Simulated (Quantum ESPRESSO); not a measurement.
Runs of Quantum ESPRESSO 7.5 on CoO. It takes space group Pm-3m (No. 221, cubic). Conventional cell: a = 2.571 Å, b = 2.571 Å, c = 2.571 Å, α = 90.00°, β = 90.00°, γ = 90.00°. Co (site symmetry m-3m) has 8 O at 2.23 Å as nearest neighbours. O (site symmetry m-3m) is surrounded by 8 Co at 2.23 Å. Measurements of this composition are mostly on another form, of space group No. 225.

```tsv
level	potentials or basis	spin	fixed moment (μB)	cutoff (eV)	double	moments locked	magnetic state asked for	gap on the mesh (eV)	pressure (GPa)	moment (μB)
PBEsol+U	SPMS 1.0 PBE	collinear, ferromagnetic start	-	1197	0	none	free	0.70	(a)	3.00
PBEsol+U	PseudoDojo 0.4.1 SR PBEsol standard	collinear, zero start	0.0	1306	6	total	nm_spin	-	-17.3	0.00
RPBE+U	SPMS 1.0 PBE	collinear, ferromagnetic start	-	1197	0	none	free	1.08	(b)	3.00
PBEsol+U	PseudoDojo 0.4.1 SR PBEsol standard	off	-	1306	6	none	nm	none	-17.3	-
PBEsol+U	PseudoDojo 0.4.1 SR PBEsol standard	collinear, ferromagnetic start	-	1306	6	none	fm	0.71	9.9	3.00
```

Alike in all rows: task single point; Co d U = 2 eV; cell as given; k mesh 7 × 7 × 7; smearing gaussian 0.05 eV.

Problem. Fill in the values left out.

Solution. (a) 9.3; (b) 27.7.

Caveats: an odd mesh through Γ misses points on the zone boundary, where band edges often lie (some runs); a cell with one magnetic atom can't hold antiferromagnetic order, which such compounds often take (some runs); the potentials were made for another functional, which shifts forces and pressure (some runs); the total moment is fixed, so each spin has its own Fermi level (some runs); an odd number of electrons without spin polarisation forces a metal (some runs); a magnetic or distorted state may lie lower (some runs); U without spin polarisation on a metal has little footing (some runs).

A gap of «none» marks a metal or a gap under the smearing width.

Runs at the PBE level aren't shown here.
